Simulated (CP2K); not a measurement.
# BAs (F-43m) in CP2K: reference runs, part 2 of 2

CP2K 2026.2. Earlier steps stand in the parts before.

## Step 5: Single point, PBEsol, 13.90 Å³/atom (volume scaled by 1.02)

bas_eos.inp

```
&GLOBAL
  PROJECT bas_eos
  RUN_TYPE ENERGY_FORCE
  PRINT_LEVEL LOW
&END GLOBAL
&FORCE_EVAL
  METHOD QS
  STRESS_TENSOR ANALYTICAL
  &DFT
    BASIS_SET_FILE_NAME BASIS_MOLOPT_UZH
    POTENTIAL_FILE_NAME POTENTIAL_UZH
    WFN_RESTART_FILE_NAME previous-RESTART.kp
    &MGRID
      CUTOFF 450
      REL_CUTOFF 60
      NGRIDS 4
    &END MGRID
    &QS
      METHOD GPW
      EPS_DEFAULT 1.0E-10
    &END QS
    &KPOINTS
      SCHEME MONKHORST-PACK 10 10 10
      GAMMA_CENTERED T
      SYMMETRY T
      SYMMETRY_BACKEND SPGLIB
    &END KPOINTS
    &SCF
      SCF_GUESS RESTART
      EPS_SCF 1.0E-6
      MAX_SCF 100
      ADDED_MOS 10
      CHOLESKY OFF
      EPS_EIGVAL 1.0E-7
      &DIAGONALIZATION ON
        ALGORITHM STANDARD
      &END DIAGONALIZATION
      &MIXING ON
        METHOD BROYDEN_MIXING
        ALPHA 0.4
        BETA 1.5
        NBUFFER 8
      &END MIXING
      &SMEAR ON
        METHOD FERMI_DIRAC
        ELECTRONIC_TEMPERATURE [K] 580.226
      &END SMEAR
    &END SCF
    &XC
      &XC_FUNCTIONAL
        &GGA_X_PBE_SOL
        &END GGA_X_PBE_SOL
        &GGA_C_PBE_SOL
        &END GGA_C_PBE_SOL
      &END XC_FUNCTIONAL
    &END XC
    &PRINT
      &KPOINTS ON
      &END KPOINTS
      &MULLIKEN ON
      &END MULLIKEN
      &MO ON
        ENERGIES T
        OCCUPATION_NUMBERS T
        &EACH
          QS_SCF 0
        &END EACH
        ADD_LAST NUMERIC
      &END MO
    &END PRINT
  &END DFT
  &SUBSYS
    &CELL
      ABC 3.4002196072 3.4002196072 3.4002196072
      ALPHA_BETA_GAMMA 59.9999999996 60.0000000003 60.0000000002
      PERIODIC XYZ
    &END CELL
    &COORD
      As  5.1003294108 2.9446765583 2.0822007628
      B   0.0000000000 0.0000000000 0.0000000000
    &END COORD
    &KIND As
      BASIS_SET TZVP-MOLOPT-PBE-GTH-q5
      POTENTIAL GTH-PBE-q5
    &END KIND
    &KIND B
      BASIS_SET TZVP-MOLOPT-PBE-GTH-q3
      POTENTIAL GTH-PBE-q3
    &END KIND
    &PRINT
      &ATOMIC_COORDINATES ON
      &END ATOMIC_COORDINATES
      &CELL ON
      &END CELL
    &END PRINT
  &END SUBSYS
  &PRINT
    &FORCES ON
    &END FORCES
    &STRESS_TENSOR ON
    &END STRESS_TENSOR
  &END PRINT
&END FORCE_EVAL
```

Command:

```
$ OMP_NUM_THREADS=1 cp2k.psmp -i bas_eos.inp -o bas_eos.out
```

Wall time 18 s (1 thread of Arm Neoverse V2, shared host); peak memory 0.22 GiB.

It converged, with:

- Free energy: -248.3491 eV
- Pressure: -0.4 GPa
- Band gap on the k mesh: 1.08 eV, indirect (least direct gap 3.26 eV)
- Mulliken charges: As +0.23; B -0.23 e

Caveat: Mulliken charges move with the basis; the potentials were made for another functional, which shifts forces and pressure; the basis of atomic orbitals isn't converged, which shifts pressures, moduli and gaps.

## Step 6: Single point, PBEsol, 13.08 Å³/atom (volume scaled by 0.96)

Edit bas_eos.inp of step 5 so:

```diff
@@ -73,4 +73,4 @@
     &CELL
-      ABC 3.4002196072 3.4002196072 3.4002196072
-      ALPHA_BETA_GAMMA 59.9999999996 60.0000000003 60.0000000002
+      ABC 3.3321968881 3.3321968881 3.3321968881
+      ALPHA_BETA_GAMMA 59.9999999989 59.9999999993 59.9999999992
       PERIODIC XYZ
@@ -78,3 +78,3 @@
     &COORD
-      As  5.1003294108 2.9446765583 2.0822007628
+      As  4.9982953322 2.8857671555 2.0405455246
       B   0.0000000000 0.0000000000 0.0000000000
```

Potentials or basis: POTENTIAL_UZH As GTH-PBE-q5, B GTH-PBE-q3; TZVP-MOLOPT-PBE-GTH basis.

Command:

```
$ OMP_NUM_THREADS=1 cp2k.psmp -i bas_eos.inp -o bas_eos.out
```

Run time: 21 s. Hardware: 1 thread of Arm Neoverse V2, shared host; peak memory 0.22 GiB.

Results (log left out):

```yaml
Free_energy: -248.3093 eV
Pressure: 8.6 GPa
Band_gap_on_the_k_mesh: 1.02 eV, indirect (least direct gap 3.34 eV)
Mulliken_charges: As +0.26; B -0.26 e
```

Caveat: Mulliken charges move with the basis; the potentials were made for another functional, which shifts forces and pressure; the basis of atomic orbitals isn't converged, which shifts pressures, moduli and gaps.

## Step 7: Single point, PBEsol, 14.17 Å³/atom (volume scaled by 1.04)

Edit bas_eos.inp of step 6 so:

```diff
@@ -73,4 +73,4 @@
     &CELL
-      ABC 3.3321968881 3.3321968881 3.3321968881
-      ALPHA_BETA_GAMMA 59.9999999989 59.9999999993 59.9999999992
+      ABC 3.4222995740 3.4222995740 3.4222995740
+      ALPHA_BETA_GAMMA 59.9999999993 60.0000000003 59.9999999996
       PERIODIC XYZ
@@ -78,3 +78,3 @@
     &COORD
-      As  4.9982953322 2.8857671555 2.0405455246
+      As  5.1334493610 2.9637983705 2.0957219258
       B   0.0000000000 0.0000000000 0.0000000000
```

Command:

```
$ OMP_NUM_THREADS=1 cp2k.psmp -i bas_eos.inp -o bas_eos.out
```

Wall time 18 s (1 thread of Arm Neoverse V2, shared host); peak memory 0.22 GiB.

The run converged. Its results:

| Item | Value |
| --- | --- |
| Free energy | -248.3436 eV |
| Pressure | -2.8 GPa |
| Band gap on the k mesh | 1.10 eV, indirect (least direct gap 3.23 eV) |
| Mulliken charges | As +0.22; B -0.22 e |

Caveat: Mulliken charges move with the basis; the potentials were made for another functional, which shifts forces and pressure; the basis of atomic orbitals isn't converged, which shifts pressures, moduli and gaps.

## Step 8: Single point, PBEsol, 12.81 Å³/atom (volume scaled by 0.94)

Edit bas_eos.inp of step 7 so:

```diff
@@ -73,4 +73,4 @@
     &CELL
-      ABC 3.4222995740 3.4222995740 3.4222995740
-      ALPHA_BETA_GAMMA 59.9999999993 60.0000000003 59.9999999996
+      ABC 3.3088940495 3.3088940495 3.3088940496
+      ALPHA_BETA_GAMMA 59.9999999998 59.9999999995 59.9999999993
       PERIODIC XYZ
@@ -78,3 +78,3 @@
     &COORD
-      As  5.1334493610 2.9637983705 2.0957219258
+      As  4.9633410743 2.8655863053 2.0262755086
       B   0.0000000000 0.0000000000 0.0000000000
```

Command:

```
$ OMP_NUM_THREADS=1 cp2k.psmp -i bas_eos.inp -o bas_eos.out
```

Wall time 23 s (1 thread of Arm Neoverse V2, shared host); peak memory 0.23 GiB.

Results (log left out):

```
Free energy            : -248.2739 eV
Pressure               : 12.3 GPa
Band gap on the k mesh : 1.00 eV, indirect (least direct gap 3.38 eV)
Mulliken charges       : As +0.27; B -0.27 e
```

Caveat: Mulliken charges move with the basis; the potentials were made for another functional, which shifts forces and pressure; the basis of atomic orbitals isn't converged, which shifts pressures, moduli and gaps.

## Step 9: Single point, PBEsol, 14.44 Å³/atom (volume scaled by 1.06)

Edit bas_eos.inp of step 8 so:

```diff
@@ -73,4 +73,4 @@
     &CELL
-      ABC 3.3088940495 3.3088940495 3.3088940496
-      ALPHA_BETA_GAMMA 59.9999999998 59.9999999995 59.9999999993
+      ABC 3.4440982481 3.4440982481 3.4440982482
+      ALPHA_BETA_GAMMA 59.9999999989 59.9999999998 59.9999999994
       PERIODIC XYZ
@@ -78,3 +78,3 @@
     &COORD
-      As  4.9633410743 2.8655863053 2.0262755086
+      As  5.1661473722 2.9826765760 2.1090708330
       B   0.0000000000 0.0000000000 0.0000000000
```

Potentials or basis: POTENTIAL_UZH As GTH-PBE-q5, B GTH-PBE-q3; TZVP-MOLOPT-PBE-GTH basis.

Command:

```
$ OMP_NUM_THREADS=1 cp2k.psmp -i bas_eos.inp -o bas_eos.out
```

bas_eos.out:

```text

 CP2K| version string:                                       CP2K version 2026.2
 CP2K| Input file name                                               bas_eos.inp

 GLOBAL| Force Environment number                                              1
 GLOBAL| Basis set file name                                    BASIS_MOLOPT_UZH
 GLOBAL| Potential file name                                       POTENTIAL_UZH
 GLOBAL| MM Potential file name                                     MM_POTENTIAL
 GLOBAL| Coordinate file name                                      __STD_INPUT__
 GLOBAL| Method name                                                        CP2K
 GLOBAL| Project name                                                    bas_eos
 GLOBAL| Run type                                                   ENERGY_FORCE
 GLOBAL| FFT library                                                       FFTW3
[... 5 lines left out ...]
 GLOBAL| Global print level                                                  LOW
 GLOBAL| Total number of message passing processes                             1
 GLOBAL| Number of threads for this process                                    1
 GLOBAL| CPU model name                                                  UNKNOWN

 CELL| Volume [angstrom^3]:                                            28.887609
 CELL| Vector a [angstrom]:       3.444     0.000     0.000   |a| =     3.444098
 CELL| Vector b [angstrom]:       1.722     2.983     0.000   |b| =     3.444098
 CELL| Vector c [angstrom]:       1.722     0.994     2.812   |c| =     3.444098
 CELL| Angle (b,c), alpha [degree]:                                    60.000000
 CELL| Angle (a,c), beta  [degree]:                                    60.000000
 CELL| Angle (a,b), gamma [degree]:                                    60.000000
[... 450 lines left out ...]
 MO|     12               0.944751              25.707978               0.000000
 MO|     13               0.978034              26.613660               0.000000
 MO|     14               1.057607              28.778955               0.000000
 MO| Sum:                                                               8.000000
 MO| E(Fermi):            0.250422 a.u.          6.814338 eV
 MO| Band gap:            0.220681 a.u.          6.005041 eV

 [... the levels of further k-points ...]

 !-----------------------------------------------------------------------------!
                     Mulliken Population Analysis

 #  Atom  Element  Kind  Atomic population                           Net charge
       1     As       1          4.782993                              0.217007
       2     B        2          3.217007                             -0.217007
 # Total charge                              8.000000                 -0.000000

 !-----------------------------------------------------------------------------!

 ENERGY| Total FORCE_EVAL ( QS ) energy [hartree]             -9.125962508556086

 FORCES| Atomic forces [hartree/bohr]
 FORCES|   Atom     x               y               z               |f|
 FORCES|      1 -1.34043505E-10  2.44783908E-08  2.43005658E-09   2.45990805E-08
 FORCES|      2 -2.67765917E-09 -1.36390395E-08 -7.35901141E-09   1.57273108E-08
 FORCES| Sum    -2.81170268E-09  1.08393514E-08 -4.92895484E-09
 FORCES| Total atomic force                                       1.22348603E-08

 STRESS| Analytical stress tensor [bar]
 STRESS|                        x                   y                   z
 STRESS|      x       -5.06600945652E+04  -3.45274903926E-02   1.91669575188E-02
 STRESS|      y       -3.45274903926E-02  -5.06603564440E+04  -3.37185378223E-01
 STRESS|      z        1.91669575188E-02  -3.37185378223E-01  -5.06600921104E+04
 STRESS| 1/3 Trace                                            -5.06601810398E+04
 STRESS| Determinant                                          -1.30017021375E+14

 STRESS| Eigenvectors and eigenvalues of the analytical stress tensor [bar]
 STRESS|                        1                   2                   3
 STRESS| Eigenvalues  -5.06605870802E+04  -5.06600991741E+04  -5.06598568653E+04
 STRESS|      x           0.036087308024     -0.988460701529      0.147116102901
 STRESS|      y           0.826567518088     -0.053217005589     -0.560316061128
 STRESS|      z           0.561679485331      0.141821690334      0.815109050317
```

It took 19 s on 1 thread of Arm Neoverse V2, shared host; peak memory 0.22 GiB.

Results:

```yaml
Free_energy: -248.3301 eV
Pressure: -5.1 GPa
Band_gap_on_the_k_mesh: 1.11 eV, indirect (least direct gap 3.21 eV)
Mulliken_charges: As +0.22; B -0.22 e
```

Caveat: Mulliken charges move with the basis; the potentials were made for another functional, which shifts forces and pressure; the basis of atomic orbitals isn't converged, which shifts pressures, moduli and gaps.

## Step 10: Equation of state, PBEsol

Potentials or basis: POTENTIAL_UZH As GTH-PBE-q5, B GTH-PBE-q3; TZVP-MOLOPT-PBE-GTH basis.

No new run: the results of the series are fitted here.

What came out:

| Property | Result |
| --- | --- |
| Equilibrium volume | 13.86 Å³/atom |
| Bulk modulus | 133 GPa |
| Pressure derivative of the bulk modulus | 4.0 |

Energy against volume, from the lowest point:
```
volume (Å³/atom)  energy (meV/atom)
          12.809              37.63
          13.081              19.90
          13.354               8.08
          13.626               1.61
          13.899               0.00
          14.171               2.78
          14.444               9.53
```

Caveat: the potentials were made for another functional, which shifts forces and pressure; the basis of atomic orbitals isn't converged, which shifts pressures, moduli and gaps.

## Step 11: Comparison with measurements

Step 10. Against the measured bulk modulus of BAs, 148 GPa (quoted in “Basic Physical Properties of Cubic Boron Arsenide”, 2019, arxiv:1911.11281), the calculated 133 GPa is off by -10.1 %. The fit is for a static lattice scaled at fixed shape and fixed fractional positions.
